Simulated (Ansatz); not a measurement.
# HfC: the cost of one run

Method: DFT PBE, scalar-relativistic, plane waves, PAW, in Ansatz 0.2.0.

1 further run of the same task is left out (it didn't finish).

## (1) The structure to begin with

The structure is hexagonal, space group P6_3/mmc (No. 194). The conventional cell has a = 3.343 Å, b = 3.343 Å, c = 5.203 Å, α = 90.00°, β = 90.00°, γ = 120.00°. Hf (site symmetry -6m2) has 6 C at 2.33 Å as nearest neighbours. Around C (site symmetry -3m) lie 6 Hf at 2.33 Å.

Structure file:

```cif
data_structure
_symmetry_space_group_name_H-M 'P6_3/mmc'
_symmetry_Int_Tables_number 194
_cell_length_a 3.3429
_cell_length_b 3.3429
_cell_length_c 5.2027
_cell_angle_alpha 90.000
_cell_angle_beta 90.000
_cell_angle_gamma 120.000
_cell_volume 50.35
loop_
_atom_site_label
_atom_site_type_symbol
_atom_site_symmetry_multiplicity
_atom_site_Wyckoff_symbol
_atom_site_fract_x
_atom_site_fract_y
_atom_site_fract_z
_atom_site_occupancy
Hf1 Hf 2 c 0.66667 0.33333 0.75000 1
C1 C 2 a 0.00000 0.00000 0.00000 1
```

The structure comes from the Materials Project (structure only).

## (2) A distortion of lower symmetry

What differs from the listed cell: strain xx, yy, zz, yz, xz, xy = +4.1, +4.1, +1.1, +0.0, +0.0, +0.0 %; atoms moved by 0.06 Å root mean square, at most 0.08 Å.

Input file input.yaml:

```yaml
crystal:
  lattice:
    - [3.4810935644, 0.0, 0.0]
    - [-1.7405467822, 3.0147154597, 0.0]
    - [0.0, 0.0, 5.2617648039]
  atoms:
    - { symbol: Hf, position: [0.6666666667, 0.3333333333, 0.7336906634] }
    - { symbol: Hf, position: [0.3333333333, 0.6666666667, 0.2663093366] }
    - { symbol: C, position: [0.0, 0.0, 0.0] }
    - { symbol: C, position: [0.0, 0.0, 0.5] }
basis:
  ecutwfc: 420
kpoints:
  mp_grid: { grid: [12, 12, 8] }
hamiltonian:
  xc: pbe
scf:
  occupations: { method: gaussian, width: 0.1 }
output:
  forces: true
  stress: true
  eigenvalues: true
  populations: true
```

The run is started by

```sh
ansatz run input.yaml --threads 1 --pin off --max-ram 1331MiB --backend cpu --events-out ev --progress --plain --runs-dir out
```

What time and memory should one allow on 1 thread of an x86-64 CPU, shared host?

About 11 s, with a peak of 0.52 GiB.
